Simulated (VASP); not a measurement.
**A VASP 6.6.1 single-point calculation on CdTe**

INCAR

```
LCHARG = .FALSE.
PREC = Accurate
NELM = 120
ISMEAR = 1
GGA = PE
ISIF = 2
IBRION = -1
LWAVE = .FALSE.
LASPH = .TRUE.
NBANDS = 16
EDIFF = 1E-7
SIGMA = 0.3
LREAL = .FALSE.
ENCUT = 520
NSW = 0
```

KPOINTS

```
KPOINTS created by Atomic Simulation Environment
0
Gamma
6 6 6
0 0 0
```

POSCAR

```
Cd Te
 1.0000000000000000
     0.0000000000000000    3.2471555649999999    3.2471555649999999
     3.2471555649999999    0.0000000000000000    3.2471555649999999
     3.2471555649999999    3.2471555649999999    0.0000000000000000
 Cd  Te
   1   1
Cartesian
  0.0000000000000000  0.0000000000000000  0.0000000000000000
  1.6235777825000000  1.6235777825000000  1.6235777825000000
```

The recommended PBE PAW datasets give the neutral cell 18 valence electrons.

Command

```
mpirun -np 1 vasp_std
```

OSZICAR

```
N       E                     dE             d eps       ncg     rms          rms(c)
DAV:   1     0.999738805927E+02    0.99974E+02   -0.82941E+03   512   0.972E+02
DAV:   2    -0.155713807910E+01   -0.10153E+03   -0.96455E+02   608   0.236E+02
DAV:   3    -0.497640261854E+01   -0.34193E+01   -0.34154E+01   648   0.452E+01
DAV:   4    -0.500631339993E+01   -0.29911E-01   -0.29910E-01   752   0.368E+00
DAV:   5    -0.500638034891E+01   -0.66949E-04   -0.66949E-04   648   0.168E-01    0.554E+00
DAV:   6    -0.478973248116E+01    0.21665E+00   -0.37053E-01   608   0.730E+00    0.453E+00
DAV:   7    -0.477405427892E+01    0.15678E-01   -0.10683E-01   584   0.212E+00    0.173E+00
DAV:   8    -0.477498348272E+01   -0.92920E-03   -0.10846E-02   600   0.118E+00    0.467E-01
DAV:   9    -0.477530980056E+01   -0.32632E-03   -0.94741E-04   576   0.324E-01    0.110E-01
DAV:  10    -0.477537008905E+01   -0.60288E-04   -0.11249E-04   616   0.101E-01    0.557E-02
DAV:  11    -0.477540949218E+01   -0.39403E-04   -0.78676E-05   576   0.576E-02    0.367E-02
DAV:  12    -0.477540857727E+01    0.91490E-06   -0.30841E-06   656   0.146E-02    0.232E-02
DAV:  13    -0.477540828560E+01    0.29167E-06   -0.64470E-07   608   0.394E-03    0.129E-02
DAV:  14    -0.477540839122E+01   -0.10562E-06   -0.11064E-06   600   0.622E-03    0.681E-03
DAV:  15    -0.477540842865E+01   -0.37437E-07   -0.70432E-08   552   0.222E-03
   1 F= -.47754084E+01 E0= -.47767388E+01  d E =0.399115E-02
```

From OUTCAR

```
k-points           NKPTS =     16   k-points in BZ     NKDIM =     16   number of bands    NBANDS=     16

   NELECT =      18.0000    total number of electrons

   dimension x,y,z NGX =    36 NGY =   36 NGZ =   36
   dimension x,y,z NGXF=    72 NGYF=   72 NGZF=   72

  energy-cutoff  :      520.00
  volume of cell :       68.48
      direct lattice vectors                 reciprocal lattice vectors
     0.000000000  3.247155565  3.247155565    -0.153980920  0.153980920  0.153980920
     3.247155565  0.000000000  3.247155565     0.153980920 -0.153980920  0.153980920
     3.247155565  3.247155565  0.000000000     0.153980920  0.153980920 -0.153980920

 k-points in reciprocal lattice and weights: KPOINTS created by Atomic Simulation Env
   0.00000000  0.00000000  0.00000000       0.005
   0.16666667  0.00000000  0.00000000       0.037
   0.33333333  0.00000000  0.00000000       0.037
   0.50000000  0.00000000  0.00000000       0.019
   0.16666667  0.16666667  0.00000000       0.028
   0.33333333  0.16666667  0.00000000       0.111
   0.50000000  0.16666667  0.00000000       0.111
  -0.33333333  0.16666667  0.00000000       0.111
   ...

 E-fermi :   2.3698

 k-point     1 :       0.0000    0.0000    0.0000
  band No.  band energies     occupation
      1      -8.8433      2.00000
      2      -5.9751      2.00000
      3      -5.9751      2.00000
      4      -5.9751      2.00000
      5      -5.7195      2.00000
      6      -5.7195      2.00000
      7       2.2941      1.41241
      8       2.2941      1.41241
      9       2.2941      1.41241
     10       3.0453     -0.00653
     11       6.8983     -0.00000
     12       6.8983     -0.00000
     13       6.8983     -0.00000
     14       9.7495      0.00000
     15      11.6393      0.00000
     16      11.6393      0.00000

 k-point     2 :       0.1667    0.0000    0.0000
  band No.  band energies     occupation
      1      -8.7450      2.00000
      2      -5.9568      2.00000
      3      -5.9568      2.00000
      4      -5.8922      2.00000
      5      -5.7206      2.00000
      6      -5.7206      2.00000
      7       0.5637      2.00000
      8       2.0689      2.05084
      9       2.0689      2.05084
     10       4.1378     -0.00000
     11       7.0188     -0.00000
     12       7.2336     -0.00000
     13       7.2336     -0.00000
     14      10.7332      0.00000
     15      10.7669      0.00000
     16      10.7669      0.00000

 k-point     3 :       0.3333    0.0000    0.0000
  band No.  band energies     occupation
      1      -8.5489      2.00000
      2      -5.9253      2.00000
      3      -5.9253      2.00000
      4      -5.7166      2.00000
      5      -5.7166      2.00000
      6      -5.6160      2.00000
      7      -1.2637      2.00000
      8       1.6919      2.00633
      9       1.6919      2.00633
     10       4.2143     -0.00000
     11       7.5174     -0.00000
     12       7.5174     -0.00000
     13       8.5478      0.00000
     14      10.3725      0.00000
     15      11.1708      0.00000
     16      11.1708      0.00000

 ...

  Total        1.0324897      1.0324897      1.0324897     -0.0000000     -0.0000000      0.0000000
  in kB       24.1577793     24.1577793     24.1577793     -0.0000000     -0.0000000      0.0000000
  external PRESSURE =      24.1577793 kB  Pullay stress =       0.0000000 kB

 POSITION                                       TOTAL-FORCE (eV/Angst)
 -----------------------------------------------------------------------------------
      0.00000      0.00000      0.00000        -0.000000     -0.000000     -0.000000
      1.62358      1.62358      1.62358         0.000000      0.000000      0.000000
 -----------------------------------------------------------------------------------
    total drift:                               -0.000000     -0.000000     -0.000000

  FREE ENERGIE OF THE ION-ELECTRON SYSTEM (eV)
  ---------------------------------------------------
  free  energy   TOTEN  =        -4.7754084287 eV

  energy  without entropy=       -4.7793995830  energy(sigma->0) =       -4.77673881
```

It converged. Results: gap between bands v and c on the k mesh 0.75 eV; least direct gap on the k mesh 0.75 eV; pressure 2.4 GPa. Band v is the last that the valence electrons fill when counted band by band, and c is the next.

For comparison, a separate PBE run of the intended cell, on usual settings and not on those above, gives a gap of 0.75 eV on its mesh and a pressure of 2.4 GPa.

The run above took about 29 s on one core of a shared host (Intel Xeon Platinum 8488C) and held 0.21 GiB at most.
